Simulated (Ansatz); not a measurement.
diamond against fcc along the lanthanides

The calculation used Ansatz, DFT, PBEsol, plane waves (420 eV) with PAW, scalar-relativistic. (PAW data from PBE, frozen cores regenerated.)

Each structure is relaxed within its symmetry, in the lowest magnetic state of the tried starts. Differences under about 8 meV lie within the error of the k-point mesh.

Semilocal functionals delocalise ytterbium's f shell and shrink the cell.

```
element  E(diamond) − E(fcc) (meV/atom)  V(diamond) (Å³/atom)  V(fcc) (Å³/atom)   state of diamond       state of fcc
     La                             943                 35.41             34.00  spin not included  spin not included
     Yb                               ?                     ?                 ?                  ?                  ?
     Lu                            2084                 46.19             27.26  spin not included  spin not included
```

(1) Fill in the row of Yb.

Results:

(1) E(diamond) − E(fcc) (meV/atom): 1328; V(diamond) (Å³/atom): 72.45; V(fcc) (Å³/atom): 32.57; state of diamond: spin not included; state of fcc: non-magnetic.
